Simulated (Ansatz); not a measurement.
The system is CuI (Marshite).

```
CELL_PARAMETERS angstrom
0.00000 3.03150 3.03150
3.03150 0.00000 3.03150
3.03150 3.03150 0.00000
ATOMIC_POSITIONS crystal
I 0.00000 0.00000 0.00000
Cu 0.75000 0.75000 0.75000
```

```yaml
Program: Ansatz 0.2.0
Task: relaxation of cell and atoms
Functional: PBE
Dispersion: D4
Potentials_or_basis: all-electron LAPW, scalar-relativistic
Basis_error_allowed: 0.001 eV/atom
k_mesh: 8 × 8 × 8
Occupations: fermi-dirac, width 0.05 eV
Spin: no spin polarisation
```

At the start: volume 27.86 Å³/atom.

Q: Where does the relaxation end?

A: Over 3 steps the energy falls by 8.0 meV/atom and the volume is 26.60 Å³/atom (-4.5 %); space group F-43m (No. 216, to 0.05 Å).

The path:
```tsv
step	energy change (eV)	largest force (eV/Å)	volume (Å³)
1	0.0000	0.0000	55.72
2	-0.0160	0.0000	53.21
3	-0.0160	0.0000	53.21
```

Final structure:
```xyz
2
Lattice="0.0000 2.9852 2.9852 2.9852 0.0000 2.9852 2.9852 2.9852 0.0000" Properties=species:S:1:pos:R:3 pbc="T T T"
I     0.0000    0.0000    0.0000
Cu    4.4779    4.4779    4.4779
```
